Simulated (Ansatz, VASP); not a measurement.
One calculation of AlNi, two programs

```
Al Ni
1.0
     2.86182    0.00000    0.00000
     0.00000    2.86182    0.00000
     0.00000    0.00000    2.86182
Al Ni
1 1
Direct
  0.00000 0.00000 0.00000
  0.50000 0.50000 0.50000
```

Alike in both runs: functional PBEsol; k mesh 14 × 14 × 14; occupations gaussian, width 0.1 eV; no spin polarisation.

Ansatz relaxed the structure, and its values are those at the end. VASP's run is a single point on that final structure, the one shown.

```csv
,VASP,Ansatz
version,VASP 6.6.1,Ansatz 0.2.0
potentials or method,"VASP PAW PBE potentials, release 64 (Al, Ni)","scalar-relativistic, plane waves, PAW"
plane-wave cutoff (eV),520,520
valence electrons in the cell,13,21
```

Ansatz gave:

- gap on the k mesh at the Fermi level (eV): none
- pressure (GPa): 0.0

Question: Estimate VASP's values.

Answer: gap on the k mesh at the Fermi level (eV): none; pressure (GPa): 0.2.

A gap of «none» marks a metal or a gap that the smearing closes. The two sets of potentials don't hold the same shells in valence. Ansatz warned: «pseudo_functional_mismatch».

Caveats: the PAW data sets were made with another functional, which shifts forces and pressure a little (VASP). Spin polarisation is off, so any magnetic state and its effect on volume and gap are missing.
